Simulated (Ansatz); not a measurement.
## A F vacancy in rocksalt LiF, 63 atoms, charge −1

All numbers come from Ansatz (PAW, plane waves, no spin–orbit coupling) at the single k point (¼, ¼, ¼) without its symmetry partners. The atoms were relaxed with PBEsol in a fixed cell; other functionals are single points on those atoms unless said otherwise. The valence top and gap of the host come from its small cell on a dense mesh, with the band extrema sought between the mesh points, lined up by the mean potential, PBEsol gap 9.05 eV, HSE06 gap 11.54 eV. The charge correction uses an assumed dielectric constant of 9.0.

Cell: a = 8.015 Å, b = 8.015 Å, c = 8.015 Å, α = 90.00°, β = 90.00°, γ = 90.00°.

Nearest atoms after relaxation, from the placed atom (for vacancies from the middle of the vacant sites): Li at 1.93 Å, Li at 1.93 Å, Li at 1.93 Å, Li at 1.93 Å, Li at 1.93 Å, Li at 1.93 Å, F at 2.91 Å, F at 2.91 Å.

Chemical potentials μ are those of reference phases of the elements at zero temperature by the same functional (the usual solids, diamond for C, grey Sn, and the molecules H2, N2, O2, F2, Cl2, Br2 and S8).

| functional | E(defect) − E(host) − Σ nμ + q·E_VBM (eV) | monopole (eV) | alignment (eV) | formation energy at E_F = VBM (eV) | moment (μB) | wall time, shared host |
| --- | --- | --- | --- | --- | --- | --- |
| PBEsol | 14.00 | 0.28 | 0.25 | 14.53 | 0 (no spin) | 15 s on 7 threads of Neoverse-V2 (relaxation) |
| HSE06 | 15.96 | 0.28 | 0.25 | 16.49 | 0 (no spin) | 83 s on 7 threads of Neoverse-V2 |

**Question.** How does the monopole term follow by hand for this cubic cell?

**Answer.** q²·α·e²/(4πε₀)/(2εL) with the Madelung constant α = 2.837 and e²/4πε₀ = 14.40 eV·Å: 1 × 2.837 × 14.40 / (2 × 9.0 × 8.015) = 0.28 eV.

HSE06 one-electron levels near the gap (the ten most localised at most), from the host's valence top, not corrected for the charge's images:

```
level (eV)  spin  filling  atoms sharing it  element of the atom with most weight
      8.27  both     2.00               8.8                                    Li
```

All elements are taken at their own reference at once; growth conditions in equilibrium with the host shift these energies, by up to the host's formation enthalpy.

One k point and a cell of this size can leave errors of several tenths of an eV in such numbers.
